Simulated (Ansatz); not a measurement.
Reactions of C₆H₁₄, SMILES `CCCC(C)C`.

Gas-phase electronic energies from Ansatz, PBE0-D4/def2-TZVP geometries. CCSD(T)/CBS is the MP2 limit (def2-TZVPP, def2-QZVPP) plus CCSD(T) − MP2 in def2-TZVPP, frozen cores. This one scheme is used for every species. Elements past krypton have def2 core potentials. For Sn outer-core shells are correlated without core-valence functions, which leaves a few kJ/mol of doubt a bond. Each species was taken in one conformer, which may not be the lowest.

Question: Order these by ΔE at CCSD(T)/CBS, lowest first. (Estimate.)
A. `CCCC(C)C` + `[OH][Sn][SH]` → `C[S][Sn][OH]` + `CCC(C)C`
B. `CCCC(C)C` + `COC(=O)O` → `CCCOC(=O)OC` + `CCC`
C. `CCCC(C)C` + H₂ → `CCCCC` + CH₄
D. `CCCC(C)C` + `CCCl` → `CC(C)CCCl` + `CCC`

Answer: C (-61.9 kJ/mol), D (-3.2 kJ/mol), A (+14.4 kJ/mol), B (+35.7 kJ/mol).

Largest T1 diagnostic: 0.017, for `[OH][Sn][SH]`.
